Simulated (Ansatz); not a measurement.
## Density of states of BeS

```
CELL_PARAMETERS angstrom
0.00000 2.43765 2.43765
2.43765 0.00000 2.43765
2.43765 2.43765 0.00000
ATOMIC_POSITIONS crystal
Be 0.00000 0.00000 0.00000
S 0.25000 0.25000 0.25000
```

The cell was built from the zincblende type and relaxed in the same program, and has space group F-43m; it needn't be a known or the stable phase.

Theory: Ansatz 0.2.0, DFT, PBE, all-electron LAPW, scalar-relativistic.

The runs use a Γ-centred 12×12×12 k mesh, Fermi–Dirac smearing of 0.05 eV, basis error target 1 meV/atom, no spin polarisation.

States per eV and cell, averaged over 0.6 eV, from -5.8 to 4.8 eV, with energies (bin centres) from the valence-band top; empty bins are left out. The partial columns, the largest 3 alone, are projections on Löwdin-orthogonalised atomic shells (those that the program's projection atoms carry: the occupied ones and, for some elements, an empty d or f shell; other empty shells have no column), summed over atoms of an element. Weights on diffuse s and p shells depend on that basis and aren't pure angular character.

```csv
E (eV),total,S 3p,Be 2s,S 3s
-5.6,0.16,0.13,0.02,0.00
-5.0,0.86,0.70,0.12,0.02
-4.4,1.45,1.14,0.23,0.05
-3.8,0.75,0.63,0.06,0.03
-3.2,1.01,0.87,0.06,0.03
-2.6,1.50,1.34,0.04,0.02
-2.0,1.59,1.44,0.03,0.01
-1.4,1.53,1.41,0.01,0.01
-0.8,0.90,0.83,0.00,0.00
-0.2,0.25,0.24,0.00,0.00
3.4,0.07,0.00,0.00,0.00
4.0,0.23,0.00,0.01,0.00
4.6,0.45,0.01,0.02,0.00
```

(1) Which of the resolved shells contributes most in the top eV of the valence band?

## Answers

(1) S 3p, with 93 % of all states there; S 3s follows with 0 %.
